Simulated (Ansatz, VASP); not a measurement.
One calculation of Fe, two programs

```
CELL_PARAMETERS angstrom
2.01228 -1.45636 0.00000
2.01228 1.45636 0.00000
0.00000 0.00000 8.08799
ATOMIC_POSITIONS crystal
Fe 0.75001 0.24999 0.12500
Fe 0.74999 0.25001 0.62500
Fe 0.24999 0.75001 0.87500
Fe 0.25001 0.74999 0.37500
```

Alike in both runs: functional r2SCAN; k mesh 6 × 6 × 4; occupations gaussian, width 0.1 eV; collinear spin.

Ansatz relaxed the structure, and its values are those at the end. VASP's run is a single point on that final structure, the one shown.

```csv
,VASP,Ansatz
version,VASP 6.6.1,Ansatz 0.2.0
potentials or method,"VASP PAW PBE potentials, release 64 (Fe)","scalar-relativistic, plane waves, PAW"
plane-wave cutoff (eV),520,500
valence electrons in the cell,32,64
```

```tsv
	VASP	Ansatz	Ansatz less VASP
gap on the k mesh at the Fermi level (eV)	none	none	-
pressure (GPa)	-0.4	0.0	+0.41
net moment per atom (μB)	2.70	2.70	+0.001
size of the moment on the site where the two differ most (μB)	2.77	2.85	+0.085
```

Site moments also hang on the region over which each program counts them. A gap of «none» marks a metal or a gap that the smearing closes. The functional is the same, so the differences come from potentials, cutoffs and numerics. The two sets of potentials don't hold the same shells in valence.

Caveats: the k mesh is coarse (spacing up to 0.44 Å⁻¹), so the values aren't converged; the PAW data sets were made with another functional, which shifts forces and pressure a little (VASP).
